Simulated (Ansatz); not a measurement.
## NaF (h-MgO type): G0W0 against its settings

NaF built on the h-MgO prototype, relaxed with r2SCAN; one-shot G0W0 in Ansatz without spin-orbit coupling. All values are calculated for a non-magnetic cell, which may be hypothetical.

Space group P6_3/mmc (No. 194). a = 3.868 Å, b = 3.868 Å, c = 4.551 Å, α = 90.00°, β = 90.00°, γ = 120.00°
```csv
atom,site,symmetry,x,y,z
Na,2c,-6m2,0.3333,0.6667,0.2500
F,2d,-6m2,0.6667,0.3333,0.2500
```

Gaps are read over the mesh points alone. G0W0 here is at a finite number of bands, screening cutoff and k mesh, not at the basis limit.
```json
{"start": "HSE06", "potentials": "PAW", "frequency model": "contour deformation", "mesh": "6×6×4", "empty bands": "221", "screening cutoff (eV)": "140", "Kohn-Sham gap (eV)": "7.75", "G0W0 gap (eV)": "10.70", "rough cost": "21 core-minutes"}
{"start": "LDA", "potentials": "PAW", "frequency model": "contour deformation", "mesh": "6×6×4", "empty bands": "221", "screening cutoff (eV)": "140", "Kohn-Sham gap (eV)": "5.39", "G0W0 gap (eV)": "9.72", "rough cost": "13 core-minutes"}
{"start": "r2SCAN", "potentials": "PAW", "frequency model": "contour deformation", "mesh": "6×6×4", "empty bands": "221", "screening cutoff (eV)": "140", "Kohn-Sham gap (eV)": "6.34", "G0W0 gap (eV)": "10.09", "rough cost": "14 core-minutes"}
{"start": "PBE", "potentials": "PAW", "frequency model": "Godby-Needs pole", "mesh": "6×6×4", "empty bands": "221", "screening cutoff (eV)": "140", "Kohn-Sham gap (eV)": "5.70", "G0W0 gap (eV)": "9.77", "rough cost": "14 core-minutes"}
{"start": "PBE", "potentials": "PAW", "frequency model": "contour deformation", "mesh": "6×6×4", "empty bands": "95", "screening cutoff (eV)": "80", "Kohn-Sham gap (eV)": "5.70", "G0W0 gap (eV)": "9.63", "rough cost": "3 core-minutes"}
```

Over the mesh points the PBE gap of 5.70 eV becomes a quasiparticle gap of 9.63 eV (direct at Γ), a change of +3.93 eV. Renormalisation factors Z lie between 0.80 and 0.90.

 r2SCAN runs take a wave cutoff of 500 eV.
